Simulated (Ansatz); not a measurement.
MgS:

```xyz
4
Lattice="4.0346 0.0000 0.0000 -2.0173 3.4941 0.0000 0.0000 0.0000 6.4323" Properties=species:S:1:pos:R:3 pbc="T T T"
S     2.0173    1.1647    5.6556
S     0.0000    2.3294    2.4394
Mg    0.0000    2.3294    6.4050
Mg    2.0173    1.1647    3.1888
```

The cell comes from a database or a generator and needn't be the stable form of this composition.

Base run:

| Item | Value |
| --- | --- |
| Program | Ansatz 0.2.0 |
| Functional | PBE0 |
| Potentials or basis | Ansatz PAW |
| Cutoff | 420 eV |
| Density cutoff | 1680 eV |
| k mesh | 6 × 6 × 4 |
| Occupations | fermi-dirac, width 0.05 eV |
| Spin | no spin polarisation |

Its results: band gap on the k mesh 5.18 eV, direct; largest force 0.051 eV/Å.

Q: After a change of settings the same cell gave: band gap on the k mesh 4.50 eV, direct; largest force 0.052 eV/Å. Which change was it?
A. functional from PBE0 to PBEsol; k mesh from 6 × 6 × 4 to 8 × 8 × 4
B. functional from PBE0 to r2SCAN; cutoff from 420 eV to 500 eV; density cutoff from 1680 eV to 2000 eV; k mesh from 6 × 6 × 4 to 8 × 8 × 4
C. functional from PBE0 to HSE06
D. functional from PBE0 to LDA; k mesh from 6 × 6 × 4 to 8 × 8 × 4

A: C.

Caveats: the PAW data sets come from PBE, with cores solved anew for the run's functional, which leaves a small shift of forces and pressure.

Not every run made on this cell is shown here.
